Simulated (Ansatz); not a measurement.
Crystal: WC.

```
W C
1.0
     1.64035   -2.11804    0.00000
     1.64035    2.11804    0.00000
     0.00000    0.00000    4.30942
W C
1 1
Direct
  0.50000 0.50000 0.50000
  0.00000 0.00000 0.00000
```

The cell was built by a generator and needn't be a form met in nature.

Base run:

```yaml
Program: Ansatz 0.2.0
Functional: LDA
Potentials_or_basis: Ansatz PAW
Cutoff: "420 eV (not typed: the program's choice for these potentials)"
k_mesh: 10 × 10 × 6
Occupations: fermi-dirac, width 0.05 eV
Spin: no spin polarisation
```

Its results: band gap on the k mesh none (metal or under the smearing width); pressure -41.3 GPa.

Q: The run is repeated on the same cell with these changes: functional from LDA to PBE. What comes out?

A: Band gap on the k mesh none (metal or under the smearing width); pressure -32.3 GPa.

PBE binds less tightly than LDA, so the same cell stands under more pressure.

Caveats: a pressure of tens of GPa on the cell as given is suspect, and the run, the potentials or the cell itself is likely at fault; spin-orbit coupling is left out, which moves the levels of the heavy elements; the PAW data sets come from PBE, with cores solved anew for the run's functional, which leaves a small shift of forces and pressure (some runs).
